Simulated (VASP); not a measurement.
Input of a VASP 6.6.1 run:

Contents of INCAR:

```
SYSTEM = InPd
PREC = Accurate ; ENCUT = 520
EDIFF = 1E-6 ; ISMEAR = 0
SIGMA = 0.011 ; LREAL = .False.
LASPH = .True. ; NELM = 80
ALGO = Normal ; ISIF = 2
LWAVE = .False. ; LCHARG = .True.
GGA = PE ; LELF = .True.
LVHAR = .True.
```

File KPOINTS:

```
Automatic mesh
0
Gamma
  8 8 8
  0 0 0
```

POSCAR

```
InPd
1.0
    3.2718847800      0.0000000000      0.0000000000
    0.0000000000      3.2718847800      0.0000000000
    0.0000000000      0.0000000000      3.2718847800
In Pd
1 1
Direct
    0.0000000000      0.0000000000      0.0000000000
    0.5000000000      0.5000000000      0.5000000000
```

Potentials or basis: VASP PAW PBE potentials, release 64 (In_d, Pd).

Run with:

```sh
$ cat potpaw_PBE.64/In_d/POTCAR potpaw_PBE.64/Pd/POTCAR > POTCAR
$ mpirun -np 1 vasp_std > vasp.out
```

(1) Estimate the band gap on the k mesh.

(2) Predict the pressure.

Results:

(1) none (metal or under the smearing width).

(2) 3.8 GPa.
